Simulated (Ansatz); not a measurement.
Input and command of a calculation in Ansatz (plane waves; scalar-relativistic PAW potentials unless the input names others):

```yaml
crystal:
  lattice:
    - [0.0, 2.870738222, 2.870738222]
    - [2.870738222, 0.0, 2.870738222]
    - [2.870738222, 2.870738222, 0.0]
  atoms:
    - { symbol: Hg, position: [0.0, 0.0, 0.0] }
    - { symbol: S, position: [0.25, 0.25, 0.25] }
basis:
  ecutwfc: 420
kpoints:
  mp_grid: { grid: [12, 12, 12] }
hamiltonian:
  xc: PBE-sol
scf:
  occupations: { method: gaussian, width: 0.1 }
  max_iter: 100
output:
  forces: true
  eigenvalues: true
  stress: true
```

```bash
ansatz run input.yaml --threads 1 --pin off --max-ram 2560MiB --backend cpu --events-out ev --progress --plain --runs-dir out
```

What is wrong with this input?

The program refuses it, because of an unknown functional (hamiltonian.xc: "pbe" → "PBE-sol"; the functional meant is spelt pbesol). With the sound run's settings it is accepted.

Abridged log:
```
Error: YAML parse error: error: line 14 column 7: hamiltonian.xc: unknown variant `PBE-sol`, expected one of `lda`, `lda-pw`, `pw92`, `pbe`, `pbesol`, `rpbe`, `revpbe`, `blyp`, `pbe0`, `revpbe0`, `b3lyp`, `b3lyp5`, `hse06`, `wpbeh`, `hiss`, `lc_wpbe`, `cam_b3lyp`, `hf`, `r2scan`, `r2scanh`, `r2scan0`, `r2scan50`, `mr2scan`
  --> <input>:14:7
   |
12 |   mp_grid: { grid: [12, 12, 12] }
13 | hamiltonian:
14 |   xc: PBE-sol
   |       ^ hamiltonian.xc: unknown variant `PBE-sol`, expected one of `lda`, `lda-pw`, `pw92`, `pbe`, `pbesol`, `rpbe`, `revpbe`, `blyp`, `pbe0`, `revpbe0`, `b3lyp`, `b3lyp5`, `hse06`, `wpbeh`, `hiss`, `lc_wpbe`, `cam_b3lyp`, `hf`, `r2scan`, `r2scanh`, `r2scan0`, `r2scan50`, `mr2scan`
15 | scf:
16 |   occupations: { method: gaussian, width: 0.1 }
   |
```